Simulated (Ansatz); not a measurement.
The system is V.

```xyz
1
Lattice="-1.5144 1.5144 1.5144 1.5144 -1.5144 1.5144 1.5144 1.5144 -1.5144" Properties=species:S:1:pos:R:3 pbc="T T T"
V     0.0000    0.0000    0.0000
```

- Program: Ansatz 0.2.0
- Task: relaxation of cell and atoms
- Functional: revPBE
- Dispersion: D3(BJ)
- Potentials or basis: Ansatz PAW
- Cutoff: 420 eV (not typed: the program's choice for these potentials)
- k mesh: 12 × 12 × 12
- Occupations: fermi-dirac, width 0.05 eV
- Spin: collinear spin, ferromagnetic start
- Starting moments: [2.0] μB

At the start: volume 13.89 Å³/atom.

Q: Where does the relaxation end?

A: It ends after 5 steps and the volume is 12.51 Å³/atom (-9.9 %); space group Im-3m (No. 229, to 0.05 Å); moment 0.00 μB per cell.

The path:
```csv
step,energy change (eV),largest force (eV/Å),volume (Å³)
1,0.0000,0.0000,13.89
2,-0.0802,0.0000,12.33
3,-0.0816,0.0000,12.53
4,-0.0816,0.0000,12.51
5,-0.0804,0.0000,12.51
```

Final structure:
```yaml
crystal:
  lattice:
    - [-1.46241, 1.46241, 1.46241]
    - [1.46241, -1.46241, 1.46241]
    - [1.46241, 1.46241, -1.46241]
  atoms:
    - { symbol: V, position: [0.00000, 0.00000, 0.00000] }
```

Caveat: the plane-wave basis is chosen anew once the cell has moved, so the energies of steps on either side of that aren't comparable; the PAW data sets come from PBE, with cores solved anew for the run's functional, which leaves a small shift of forces and pressure; the starting moments weren't kept.
